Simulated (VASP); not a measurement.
# Ga (I4/mmm) in VASP: a series of runs

Runs on Ga. Level: PBE. Tasks: single point.

Everything below comes from runs of VASP 6.6.1. Logs are shortened: lines on timing, memory, paths and dates and some standing lists are left out, and cuts for length are marked.

## (1) The structure

It takes space group I4/mmm (No. 139, tetragonal). Conventional cell: a = 2.769 Å, b = 2.769 Å, c = 4.622 Å, α = 90.00°, β = 90.00°, γ = 90.00°. Ga (site symmetry 4/mmm) is surrounded by 12 Ga at 2.77 to 3.03 Å.

This isn't the form of Ga at room conditions, which is orthorhombic.

## (2) Single point, PBE

Input file INCAR:

```
ADDGRID = False
ALGO = Normal
EDIFF = 1E-7
ENCUT = 450
GGA = PE
ISIF = 2
ISMEAR = 1
LASPH = True
LCHARG = False
LREAL = Auto
LWAVE = False
NELM = 100
PREC = Accurate
SIGMA = 0.15
```

Input file KPOINTS:

```
k-points
0
Gamma
  12 12 12
```

Input file POSCAR:

```
Ga
1.0
   -1.3843987196      1.3843987196      2.3112238365
    1.3843987196     -1.3843987196      2.3112238365
    1.3843987196      1.3843987196     -2.3112238365
Ga
1
Direct
    0.0000000000      0.0000000000      0.0000000000
```

Potentials or basis: VASP PAW PBE potentials, release 64 (Ga_d).

Run with:

```console
$ cat potpaw_PBE.64/Ga_d/POTCAR > POTCAR
$ mpirun -np 1 vasp_std > vasp.out
```

OUTCAR:

```text
EDIFF = 1E-7
   ENCUT = 450
   GGA = PE
   ISIF = 2
   ISMEAR = 1
   LASPH = True
   LREAL = Auto
   NELM = 100
   PREC = Accurate

 Found    163 irreducible k-points:

 Following reciprocal coordinates:
            Coordinates               Weight
  0.000000  0.000000  0.000000      1.000000
  0.083333  0.000000 -0.000000      8.000000
  0.166667  0.000000  0.000000      8.000000
  0.250000  0.000000 -0.000000      8.000000
  0.333333  0.000000  0.000000      8.000000
  0.416667  0.000000 -0.000000      8.000000
   k-points           NKPTS =    163   k-points in BZ     NKDIM =    163   number of bands    NBANDS=     10
   number of dos      NEDOS =    301   number of ions     NIONS =      1
   total plane-waves  NPLWV =  13824
   dimension x,y,z NGX =    24 NGY =   24 NGZ =   24
   dimension x,y,z NGXF=    48 NGYF=   48 NGZF=   48
   ions per type =               1
   NGX,Y,Z   is equivalent  to a cutoff of  13.17, 13.17, 13.17 a.u.
   NGXF,Y,Z  is equivalent  to a cutoff of  26.34, 26.34, 26.34 a.u.
 SYSTEM =  unknown system
   PREC   = accura    normal or accurate (medium, high low for compatibility)
   ISTART =      0    job   : 0-new  1-cont  2-samecut
   ICHARG =      2    charge: 1-file 2-atom 10-const
   ISPIN  =      1    spin polarized calculation?
   LNONCOLLINEAR =      F non collinear calculations
   LSORBIT =      F    spin-orbit coupling
   LASPH  =      T    aspherical Exc in radial PAW
   ENCUT  =  450.0 eV  33.07 Ry    5.75 a.u.   5.24  5.24  5.24*2*pi/ulx,y,z
   NELM   =    100;   NELMIN=  2; NELMDL= -5     # of ELM steps
   EDIFF  = 0.1E-06   stopping-criterion for ELM
   LREAL  =      T    real-space projection
   EDIFFG = 0.1E-05   stopping-criterion for IOM
   NSW    =      0    number of steps for IOM
   IBRION =     -1    ionic relax: 0-MD 1-quasi-New 2-CG
   NFREE  =      0    steps in history (QN), initial steepest desc. (CG)
   ISIF   =      2    stress and relaxation
   ISYM   =      2    0-nonsym 1-usesym 2-fastsym
   POTIM  = 0.5000    time-step for ionic-motion
   TEBEG  =    0.0;   TEEND  =   0.0 temperature during run
   PSTRESS=    0.0 pullay stress
   NELECT =      13.0000    total number of electrons
   NUPDOWN=      -1.0000    fix difference up-down
   EMIN   =  10.00;   EMAX   =-10.00  energy-range for DOS
   EFERMI =   0.00;   METHOD = LEGACY
   ISMEAR =     1;   SIGMA  =   0.15  broadening in eV -4-tet -1-fermi 0-gaus
   EFERMI_NEDOS =   21; number of points for ismear=-14 and -15
   IALGO  =     38    algorithm
   IMIX   =      4    mixing-type and parameters
     AMIX     =   0.40;   BMIX     =  1.00
     AMIX_MAG =   1.60;   BMIX_MAG =  1.00
  volume/ion in A,a.u.               =      17.72       119.57
  Fermi-wavevector in a.u.,A,eV,Ry     =   1.476549  2.790273 29.663375  2.180197
  Thomas-Fermi vector in A             =   2.591062
   LORBIT       =      0    0 simple, 1 ext, 2 COOP (PROOUT), +10 PAW based schemes
   GGA     = PE    functional components
   LHFCALC =     F    Hartree Fock is set to
   AEXX    =    0.0000 exact exchange contribution
   IVDW    =     0    specifies the selected vdW correction
   LEPSILON=     F    determine dielectric tensor
   LRPA    =     F    only Hartree local field effects (RPA)
 non-spin polarized calculation
 Methfessel and Paxton  Order N= 1 SIGMA  =   0.15
  energy-cutoff  :      450.00
  volume of cell :       17.72
 maximum number of plane-waves:       403
 NGX is ok and might be reduce to    24
   NGX = 11   NGY = 11   NGZ = 11

 number of electron      12.9999997 magnetization

 Free energy of the ion-electron system (eV)
  ---------------------------------------------------
  ext. energy  EPLUGINS =         0.00000000
  ---------------------------------------------------
  free energy    TOTEN  =        -2.87121782 eV

  energy without entropy =       -2.87078027  energy(sigma->0) =       -2.87107197

 E-fermi :   6.1983     XC(G=0): -11.3328

 val. band max:        6.1296801386   @ k =  -0.3333   0.3333   0.2500
 cond. band min:       6.2046169138   @ k =   0.3333   0.2500  -0.0000
 fundamental gap:      0.0749367753
 Fermi energy:         6.1983003393

 k-point     1 :       0.0000    0.0000    0.0000
  band No.  band energies     occupation
      1      -8.9529      2.00000
      2      -8.7941      2.00000
      3      -8.7583      2.00000
      4      -8.7583      2.00000
      5      -8.5951      2.00000
      6      -5.3848      2.00000
      7      18.8476      0.00000
      8      19.1564      0.00000
      9      19.1564      0.00000
     10      22.5288      0.00000

 k-point     2 :       0.0833    0.0000   -0.0000
  band No.  band energies     occupation
      1      -8.9406      2.00000
      2      -8.7909      2.00000
      3      -8.7616      2.00000
      4      -8.7507      2.00000
      5      -8.6016      2.00000
      6      -5.1959      2.00000
      7      16.9890      0.00000
      8      18.2382      0.00000
      9      18.9968      0.00000
     10      21.4307      0.00000

 k-point     3 :       0.1667    0.0000    0.0000
  band No.  band energies     occupation
      1      -8.9171      2.00000
      2      -8.8021      2.00000
      3      -8.7442      2.00000
      4      -8.7324      2.00000
      5      -8.6169      2.00000
      6      -4.6239      2.00000
      7      13.5087      0.00000
      8      16.9708      0.00000
      9      18.7064      0.00000
     10      20.3950      0.00000

 k-point     4 :       0.2500    0.0000   -0.0000
  band No.  band energies     occupation
      1      -8.9042      2.00000
      2      -8.8373      2.00000
      3      -8.7182      2.00000
      4      -8.6867      2.00000
      5      -8.6268      2.00000
      6      -3.6605      2.00000
      7      10.0837      0.00000
      8      15.7731      0.00000
      9      18.5192      0.00000
     10      19.3913      0.00000

 k-point     5 :       0.3333    0.0000    0.0000
  band No.  band energies     occupation
      1      -8.9048      2.00000
      2      -8.8764      2.00000
      3      -8.7243      2.00000
      4      -8.6164      2.00000
      5      -8.6161      2.00000
      6      -2.3048      2.00000
      7       6.9270     -0.00000
      8      14.8456      0.00000
      9      18.5087      0.00000
     10      18.6385      0.00000

 k-point     6 :       0.4167    0.0000   -0.0000
  band No.  band energies     occupation
      1      -8.9173      2.00000
      2      -8.8984      2.00000
      3      -8.7382      2.00000
      4      -8.5992      2.00000
      5      -8.5605      2.00000
      6      -0.5686      2.00000
      7       4.1002      2.00000
      8      14.2650      0.00000
      9      18.1847      0.00000
     10      18.6199      0.00000

 [... further k-points ...]

------------------------ aborting loop because EDIFF is reached ----------------------------------------

  FORCE on cell =-STRESS in cart. coord.  units (eV):
  Direction    XX          YY          ZZ          XY          YZ          ZX
  --------------------------------------------------------------------------------------
  -------------------------------------------------------------------------------------
  Total        0.3515047      0.3515047      0.5493225      0.0000000     -0.0000000      0.0000000
  in kB       31.7846432     31.7846432     49.6722237      0.0000000     -0.0000000      0.0000000
  external PRESSURE =      37.7471700 kB  Pullay stress =       0.0000000 kB

 VOLUME and BASIS-vectors are now :
 -----------------------------------------------------------------------------
  energy-cutoff  :      450.00
  volume of cell :       17.72
      direct lattice vectors                 reciprocal lattice vectors
    -1.384398720  1.384398720  2.311223836     0.000000000  0.361167627  0.216335602
     1.384398720 -1.384398720  2.311223836     0.361167627  0.000000000  0.216335602
     1.384398720  1.384398720 -2.311223836     0.361167627  0.361167627  0.000000000

 POSITION                                       TOTAL-FORCE (eV/Angst)
 -----------------------------------------------------------------------------------
      0.00000      0.00000      0.00000         0.000000      0.000000      0.000000
 -----------------------------------------------------------------------------------
    total drift:                               -0.000000      0.000000      0.000000

  FREE ENERGIE OF THE ION-ELECTRON SYSTEM (eV)
  ---------------------------------------------------
  free  energy   TOTEN  =        -2.8712178175 eV

  energy  without entropy=       -2.8707802742  energy(sigma->0) =       -2.87107197
```

Wall time 17 s (1 thread of Intel Xeon 6975P-C (Granite Rapids), shared host); peak memory 0.15 GiB.

These settings aren't checked as converged: the numbers below hold their error.

What came out:

* Free energy: -2.8712 eV
* Pressure: 3.8 GPa
* Band gap on the k mesh: none (metal or under the smearing width)

## (3) Single point, PBE

Input file INCAR:

```
ADDGRID = False
ALGO = Normal
EDIFF = 0.01
ENCUT = 450
GGA = PE
ISIF = 2
ISMEAR = 1
LASPH = True
LCHARG = False
LREAL = False
LWAVE = False
NELM = 100
PREC = Accurate
SIGMA = 0.15
```

KPOINTS is that of step 2.

POSCAR is that of step 2.

Potentials or basis: VASP PAW PBE potentials, release 64 (Ga_d).

Run with:

```console
$ cat potpaw_PBE.64/Ga_d/POTCAR > POTCAR
$ mpirun -np 1 vasp_std > vasp.out
```

It took 4.6 s on 1 thread of Intel Xeon 6975P-C (Granite Rapids), shared host; peak memory 0.15 GiB.

The run converged, but some of its settings lie outside the range that counts as converged, so its numbers aren't taken as properties of the crystal.

What came out:

```yaml
Free_energy: -2.8711 eV
Pressure: 22.9 GPa
Band_gap_on_the_k_mesh: none (metal or under the smearing width)
```

## (4) Single point, PBE

INCAR: that of step 3 with these lines changed.

```diff
@@ -2,3 +2,3 @@
 ALGO = Normal
-EDIFF = 0.01
+EDIFF = 0.001
 ENCUT = 450
```

KPOINTS is that of step 3.

POSCAR is that of step 3.

Run with:

```console
$ cat potpaw_PBE.64/Ga_d/POTCAR > POTCAR
$ mpirun -np 1 vasp_std > vasp.out
```

Run time: 5.4 s. Hardware: 1 thread of Intel Xeon 6975P-C (Granite Rapids), shared host; peak memory 0.15 GiB.

These settings aren't checked as converged: the numbers below hold their error.

What came out:

```
Free energy            : -2.8705 eV
Pressure               : 4.4 GPa
Band gap on the k mesh : none (metal or under the smearing width)
```

## (5) Single point, PBE

INCAR: that of step 4 with these lines changed.

```diff
@@ -2,3 +2,3 @@
 ALGO = Normal
-EDIFF = 0.001
+EDIFF = 1E-4
 ENCUT = 450
```

KPOINTS is that of step 4.

POSCAR is that of step 4.

Potentials or basis: VASP PAW PBE potentials, release 64 (Ga_d).

Run with:

```console
$ cat potpaw_PBE.64/Ga_d/POTCAR > POTCAR
$ mpirun -np 1 vasp_std > vasp.out
```

OUTCAR:

```text
EDIFF = 1E-4
   ENCUT = 450
   GGA = PE
   ISIF = 2
   ISMEAR = 1
   LASPH = True
   LREAL = False
   NELM = 100
   PREC = Accurate

 Found    163 irreducible k-points:

 Following reciprocal coordinates:
            Coordinates               Weight
  0.000000  0.000000  0.000000      1.000000
  0.083333  0.000000 -0.000000      8.000000
  0.166667  0.000000  0.000000      8.000000
  0.250000  0.000000 -0.000000      8.000000
  0.333333  0.000000  0.000000      8.000000
  0.416667  0.000000 -0.000000      8.000000
   k-points           NKPTS =    163   k-points in BZ     NKDIM =    163   number of bands    NBANDS=     10
   number of dos      NEDOS =    301   number of ions     NIONS =      1
   total plane-waves  NPLWV =  13824
   dimension x,y,z NGX =    24 NGY =   24 NGZ =   24
   dimension x,y,z NGXF=    48 NGYF=   48 NGZF=   48
   ions per type =               1
   NGX,Y,Z   is equivalent  to a cutoff of  13.17, 13.17, 13.17 a.u.
   NGXF,Y,Z  is equivalent  to a cutoff of  26.34, 26.34, 26.34 a.u.
 SYSTEM =  unknown system
   PREC   = accura    normal or accurate (medium, high low for compatibility)
   ISTART =      0    job   : 0-new  1-cont  2-samecut
   ICHARG =      2    charge: 1-file 2-atom 10-const
   ISPIN  =      1    spin polarized calculation?
   LNONCOLLINEAR =      F non collinear calculations
   LSORBIT =      F    spin-orbit coupling
   LASPH  =      T    aspherical Exc in radial PAW
   ENCUT  =  450.0 eV  33.07 Ry    5.75 a.u.   5.24  5.24  5.24*2*pi/ulx,y,z
   NELM   =    100;   NELMIN=  2; NELMDL= -5     # of ELM steps
   EDIFF  = 0.1E-03   stopping-criterion for ELM
   LREAL  =      F    real-space projection
   EDIFFG = 0.1E-02   stopping-criterion for IOM
   NSW    =      0    number of steps for IOM
   IBRION =     -1    ionic relax: 0-MD 1-quasi-New 2-CG
   NFREE  =      0    steps in history (QN), initial steepest desc. (CG)
   ISIF   =      2    stress and relaxation
   ISYM   =      2    0-nonsym 1-usesym 2-fastsym
   POTIM  = 0.5000    time-step for ionic-motion
   TEBEG  =    0.0;   TEEND  =   0.0 temperature during run
   PSTRESS=    0.0 pullay stress
   NELECT =      13.0000    total number of electrons
   NUPDOWN=      -1.0000    fix difference up-down
   EMIN   =  10.00;   EMAX   =-10.00  energy-range for DOS
   EFERMI =   0.00;   METHOD = LEGACY
   ISMEAR =     1;   SIGMA  =   0.15  broadening in eV -4-tet -1-fermi 0-gaus
   EFERMI_NEDOS =   21; number of points for ismear=-14 and -15
   IALGO  =     38    algorithm
   IMIX   =      4    mixing-type and parameters
     AMIX     =   0.40;   BMIX     =  1.00
     AMIX_MAG =   1.60;   BMIX_MAG =  1.00
  volume/ion in A,a.u.               =      17.72       119.57
  Fermi-wavevector in a.u.,A,eV,Ry     =   1.476549  2.790273 29.663375  2.180197
  Thomas-Fermi vector in A             =   2.591062
   LORBIT       =      0    0 simple, 1 ext, 2 COOP (PROOUT), +10 PAW based schemes
   GGA     = PE    functional components
   LHFCALC =     F    Hartree Fock is set to
   AEXX    =    0.0000 exact exchange contribution
   IVDW    =     0    specifies the selected vdW correction
   LEPSILON=     F    determine dielectric tensor
   LRPA    =     F    only Hartree local field effects (RPA)
 non-spin polarized calculation
 Methfessel and Paxton  Order N= 1 SIGMA  =   0.15
  energy-cutoff  :      450.00
  volume of cell :       17.72
 maximum number of plane-waves:       403
 NGX is ok and might be reduce to    24
   NGX = 11   NGY = 11   NGZ = 11

 number of electron      12.9999997 magnetization

 Free energy of the ion-electron system (eV)
  ---------------------------------------------------
  ext. energy  EPLUGINS =         0.00000000
  ---------------------------------------------------
  free energy    TOTEN  =        -2.87055963 eV

  energy without entropy =       -2.87012215  energy(sigma->0) =       -2.87041381

 E-fermi :   6.1981     XC(G=0): -11.3331

 val. band max:        6.1294934782   @ k =  -0.3333   0.3333   0.2500
 cond. band min:       6.2044586347   @ k =   0.3333   0.2500  -0.0000
 fundamental gap:      0.0749651564
 Fermi energy:         6.1981390442

 k-point     1 :       0.0000    0.0000    0.0000
  band No.  band energies     occupation
      1      -8.9525      2.00000
      2      -8.7938      2.00000
      3      -8.7579      2.00000
      4      -8.7579      2.00000
      5      -8.5946      2.00000
      6      -5.3848      2.00000
      7      18.8466      0.00000
      8      19.1556      0.00000
      9      19.1556      0.00000
     10      22.5386      0.00000
[... 53 lines left out ...]
 k-point     6 :       0.4167    0.0000   -0.0000
  band No.  band energies     occupation
      1      -8.9169      2.00000
      2      -8.8980      2.00000
      3      -8.7378      2.00000
      4      -8.5987      2.00000
      5      -8.5600      2.00000
      6      -0.5686      2.00000
      7       4.1001      2.00000
      8      14.2645      0.00000
      9      18.1845      0.00000
     10      18.6191      0.00000

 [... further k-points ...]

------------------------ aborting loop because EDIFF is reached ----------------------------------------

  FORCE on cell =-STRESS in cart. coord.  units (eV):
  Direction    XX          YY          ZZ          XY          YZ          ZX
  --------------------------------------------------------------------------------------
  -------------------------------------------------------------------------------------
  Total        0.3179258      0.3179258      0.5159465      0.0000000      0.0000000      0.0000000
  in kB       28.7482853     28.7482853     46.6542154      0.0000000      0.0000000      0.0000000
  external PRESSURE =      34.7169287 kB  Pullay stress =       0.0000000 kB

 VOLUME and BASIS-vectors are now :
 -----------------------------------------------------------------------------
  energy-cutoff  :      450.00
  volume of cell :       17.72
      direct lattice vectors                 reciprocal lattice vectors
    -1.384398720  1.384398720  2.311223836     0.000000000  0.361167627  0.216335602
     1.384398720 -1.384398720  2.311223836     0.361167627  0.000000000  0.216335602
     1.384398720  1.384398720 -2.311223836     0.361167627  0.361167627  0.000000000

 POSITION                                       TOTAL-FORCE (eV/Angst)
 -----------------------------------------------------------------------------------
      0.00000      0.00000      0.00000        -0.000000      0.000000     -0.000000
 -----------------------------------------------------------------------------------
    total drift:                               -0.000000      0.000000      0.000000

  FREE ENERGIE OF THE ION-ELECTRON SYSTEM (eV)
  ---------------------------------------------------
  free  energy   TOTEN  =        -2.8705596332 eV

  energy  without entropy=       -2.8701221499  energy(sigma->0) =       -2.87041381
```

Run time: 6.1 s. Hardware: 1 thread of Intel Xeon 6975P-C (Granite Rapids), shared host; peak memory 0.15 GiB.

The run converged, but some of its settings lie outside the range that counts as converged, so its numbers aren't taken as properties of the crystal.

Results:

```yaml
Free_energy: -2.8706 eV
Pressure: 3.5 GPa
Band_gap_on_the_k_mesh: none (metal or under the smearing width)
```

## (6) Single point, PBE

INCAR: that of step 5 with these lines changed.

```diff
@@ -2,3 +2,3 @@
 ALGO = Normal
-EDIFF = 1E-4
+EDIFF = 1E-5
 ENCUT = 450
```

KPOINTS is that of step 5.

POSCAR is that of step 5.

Potentials or basis: VASP PAW PBE potentials, release 64 (Ga_d).

Run with:

```console
$ cat potpaw_PBE.64/Ga_d/POTCAR > POTCAR
$ mpirun -np 1 vasp_std > vasp.out
```

Run time: 6.2 s. Hardware: 1 thread of Intel Xeon 6975P-C (Granite Rapids), shared host; peak memory 0.15 GiB.

These settings aren't checked as converged: the numbers below hold their error.

What came out:

```
Free energy            : -2.8706 eV
Pressure               : 3.5 GPa
Band gap on the k mesh : none (metal or under the smearing width)
```

## (7) For comparison

An earlier run on the cell as given: functional PBEsol; potentials or basis VASP PAW PBE potentials, release 64 (Ga_d); cutoff 520 eV; k mesh 13 × 13 × 13; occupations fermi-dirac, width 0.05 eV; no spin polarisation.

- Pressure: -0.2 GPa
- Band gap on the k mesh: none (metal or under the smearing width)
